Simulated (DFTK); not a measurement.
Runs of DFTK 0.8.2 on In. The structure is tetragonal, space group I4/mmm (No. 139). The conventional cell has a = 3.251 Å, b = 3.251 Å, c = 4.947 Å, α = 90.00°, β = 90.00°, γ = 90.00°. Around In (site symmetry 4/mmm) lie 12 In at 3.25 to 3.38 Å. 

| potentials or basis | cutoff (eV) | valence electrons | V0 of scaled cells (Å³/atom) | B0 (GPa) |
| --- | --- | --- | --- | --- |
| cp2k.nc.sr.pbe.v0_1.largecore.gth (PBE, GTH, large core) | 735 | In 3 | 27.43 | 34 |
| in-house norm-conserving set (PBE, scalar relativistic) | 952 | In 13 | (a) | 36 |
| dojo.nc.sr.pbe.v0_5.standard.upf (PBE) | 952 | In 13 | 27.14 | 36 |
| SG15 1.2 (PBE) | 1225 | In 13 | 27.20 | 36 |
| dojo.nc.sr.pbe.v0_4_1.standard.upf (PBE) | 952 | In 13 | 27.14 | 36 |
| dojo.nc.sr.pbe.v0_5.stringent.upf (PBE) | 1116 | In 21 | 27.20 | 36 |

Alike in all rows: task equation of state; level PBE; no spin polarisation; cell as given; k mesh 6 × 6 × 6; smearing fermi-dirac 0.05 eV; the mesh is coarse, so values aren't converged.

Problem. Fill in the values left out.

Solution. (a) 27.17.

Caveats: all runs use coarse meshes; the cell was scaled at fixed shape and fractional positions, which overstates the stiffness of a crystal with free parameters, most of all of layers and chains; GTH potentials come without recommended cutoffs, and this one wasn't checked for convergence (some runs); this set keeps more shells in the core, which shifts pressures and gaps (some runs).
